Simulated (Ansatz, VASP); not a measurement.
## ZrH in VASP and in Ansatz

```xyz
4
Lattice="3.2428 0.0000 0.0000 0.0000 3.2428 0.0000 0.0000 0.0000 4.9480" Properties=species:S:1:pos:R:3 pbc="T T T"
Zr    0.0000    1.6214    0.0000
Zr    1.6214    0.0000    2.4740
H     0.0000    0.0000    3.7110
H     0.0000    0.0000    1.2370
```

Alike in both runs: task single point; functional PBEsol; k mesh 6 × 6 × 4; occupations gaussian, width 0.1 eV; no spin polarisation.

|  | VASP | Ansatz |
| --- | --- | --- |
| version | VASP 6.6.1 | Ansatz 0.2.0 |
| potentials or method | VASP PAW PBE potentials, release 64 (Zr_sv, H) | scalar-relativistic, plane waves, PAW |
| plane-wave cutoff (eV) | 520 | 420 |
| valence electrons in the cell | 26 | 26 |

```csv
,VASP,Ansatz,Ansatz less VASP
gap on the k mesh at the Fermi level (eV),none,none,-
pressure (GPa),-2.6,-2.6,-0.04
largest component of the traceless stress (GPa),0.93,0.93,+0.003
```

A gap of «none» marks a metal or a gap that the smearing closes.

Caveats: the PAW data sets were made with another functional, which shifts forces and pressure a little (VASP).
